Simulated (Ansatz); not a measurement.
## Ansatz 0.2.0, settings compared: B

input.yaml:

```yaml
crystal:
  lattice:
    - [0.0, 1.960433, 1.960433]
    - [1.960433, 0.0, 1.960433]
    - [1.960433, 1.960433, 0.0]
  atoms:
    - { symbol: B, position: [0.0, 0.0, 0.0] }
    - { symbol: B, position: [0.25, 0.25, 0.25] }
  symmetry: { tolerance: 0.0003 }
kpoints:
  mp_grid: { grid: [8, 8, 8], shift: [0, 0, 0] }
magnetization:
  spin_polarized: false
scf:
  occupations: { method: methfessel_paxton, width: 0.0203 }
hamiltonian:
  pseudopotentials: { kind: paw }
  xc: r2scan
basis:
  ecutwfc: 500
output:
  forces: true
  stress: true
  eigenvalues: true
```

Launch command:

```bash
ansatz run input.yaml --threads 1 --pin off --max-ram 2560MiB --backend cpu --events-out ev --progress --plain --runs-dir out
```

Origin of the cell: a known structure type with other elements, at an estimated volume, so it need not be a known compound.

Output of this run (shortened):

```
Pseudopotentials: kind: paw
Pseudopotential: B, paw, valence charge 3, recommended cutoff 500 eV (meta_gga), B.paw.azcp
Functional definition: r2SCAN
  exchange = r2scan_x(k0 = k0, k1 = k1, a1 = a1)
  correlation = r2scan_c
Crystal: 2 atoms, lattice volume = 15.069 Å³
Basis set: ecut = 500 eV, 387 PW (Γ), exchange–correlation on 96×96×96 points (64 copies of the dense FFT grid, shifted against one another)
Bands: 7, of which v1, the nominal top of the filled ones, is band 3 counted from 1 (2 counted from 0)
Symmetry: 48 space group operations
Space group: Fd-3m (ITA 227), of the structure as read, at distance tolerance 7.4e-4 Å
k-points: 29 of 512
[… 3 lines left out …]
Initial density: superposition of atomic densities (neutral atoms: chi_scale 0, normalization atom), corrected by the library's trained network
Functional: x = r2scan, c = r2scan; τ floored in thin density (d = 2e-4 eV/Å³)
SCF iter   1: F=—  HF=-310.979873 eV  Δρ=4.08e-3  dr2=1.07e-3  dr2_τ=1.95e-1
SCF iter   2: F=—  HF=-311.019652 eV  S|Δr|=    0.00e0  Δρ=3.12e-3  dr2=5.70e-4  dr2_τ=1.18e-5  defer=16
SCF iter   3: F=—  HF=-311.019897 eV  S|Δr|=    0.00e0  Δρ=1.21e-3  dr2=8.99e-5  dr2_τ=6.06e-6  defer=16
SCF iter   4: F=—  HF=-311.019958 eV  S|Δr|=    0.00e0  Δρ=2.62e-4  dr2=4.19e-6  dr2_τ=1.03e-7  defer=16
SCF iter   5: F=—  HF=-311.019961 eV  S|Δr|=    0.00e0  Δρ=4.78e-5  dr2=1.43e-7  dr2_τ=3.63e-9  defer=16
SCF iter   6: F=-311.019961 eV  HF=-311.019961 eV  S|Δr|=    0.00e0  Δρ=1.79e-6  dr2=1.80e-10  dr2_τ=1.46e-11
SCF 1 converged in 6 iterations: F = -311.019961 eV  dr2 = 1.80e-10
SCF converged after 6 iterations
Stability not checked: this state was not tested for a lower state beside it, because cold or Methfessel-Paxton smearing, or corrected tetrahedra, fill the levels in a way that the test cannot read (fill_not_monotonic; […]
Free energy (F): -311.019961 eV
Harris-Foulkes:  -311.019961 eV  (|F-HF|=2.05e-10)
Internal energy: -311.019981 eV  (E = F + TS)
E sigma→0 (E₀):  -311.019966 eV
Entropy (-TS):   0.000019 eV (0.010 meV/atom)
Fermi energy:    7.451395 eV
--- Per-component energies (eV) ---
  E_band       = 13.655817
  E_kinetic    = 94.999654
  E_local      = -39.261305  (includes V_loc(G=0)·N_el)
  E_nonlocal   = 25.916890
  E_hartree    = 7.524081
  E_xc         = -61.770305
  E_vxc        = -81.161782  (∫ρ·V_xc dr)
  E_paw        = -160.341689  (= ΣΔE_a)
  E_vpaw       = -5.823861  (= ΣTr[D̂ρ^β])
  E_aug_tail   = -0.000003  (compensation charges beyond the density's cutoff)
  E_vtau       = 3.938082  (kinetic-family band-sum trace: ∫τ·v_τ [+ j·A + Jᵃ·Aᵃ] dr)
  E_ewald      = -178.050420
  E_core_change = -0.036884  (= ΣΔE_core)
  E_smearing   = 0.000019  (= −TS)
  Σ components = -311.019961   (vs F -311.019961, Δ=0.00e0)
--- Forces (eV/Å), atoms counted from 1 ---
  atom   1  B     -0.000000     0.000000     0.000000
  atom   2  B     -0.000000     0.000000    -0.000000
  max |Σ_I F_I| component: 1.20e-16 eV/Å
--- Stress (GPa, compression-positive) ---
       21.530707       0.000000       0.000000
        0.000000      21.530707       0.000000
       -0.000000       0.000000      21.530707
  P = ⅓ Tr σ = 21.5307 GPa (215.307 kbar)
```

The same input was run again with these changes:

1. `scf.lower_state_search` default → "off"
2. `hamiltonian.xc` r2scan → pbe
3. `kpoints.mp_grid.grid` [8, 8, 8] → [10, 10, 10]; `basis.xc_grid` default → 1
4. `scf.mixing.algorithm` default → broyden; `scf.mixing.beta` default → 0.3; `scf.mixing.ndim` default → 16; `scf.convergence.dr2_threshold` default → 1.0e-09; `kpoints.mp_grid.grid` [8, 8, 8] → [10, 10, 10]

```json
{"run": "base", "end": "converged", "SCF iterations": "6", "P (GPa)": "21.53", "max force component (eV/Å)": "0.000", "moment (μB)": "–", "ΔE(σ→0) (meV/atom)": "0"}
{"run": "1", "end": "converged", "SCF iterations": "6", "P (GPa)": "21.53", "max force component (eV/Å)": "0.000", "moment (μB)": "–", "ΔE(σ→0) (meV/atom)": "0.00"}
{"run": "2", "end": "converged", "SCF iterations": "4", "P (GPa)": "20.89", "max force component (eV/Å)": "0.000", "moment (μB)": "–", "ΔE(σ→0) (meV/atom)": "–"}
{"run": "3", "end": "converged", "SCF iterations": "6", "P (GPa)": "21.47", "max force component (eV/Å)": "0.000", "moment (μB)": "–", "ΔE(σ→0) (meV/atom)": "1.95"}
{"run": "4", "end": "converged", "SCF iterations": "8", "P (GPa)": "21.46", "max force component (eV/Å)": "0.000", "moment (μB)": "–", "ΔE(σ→0) (meV/atom)": "1.73"}
```

Energies are compared only where functional, datasets, charge and starting cell are the same.

Caveats of the base run: the k mesh is coarse if the cell is a metal.

Time of the base run: 0.87 s on 1 thread of Arm Neoverse V2, with other jobs on the host, peak memory 0.3 GiB, from the program's own first density.
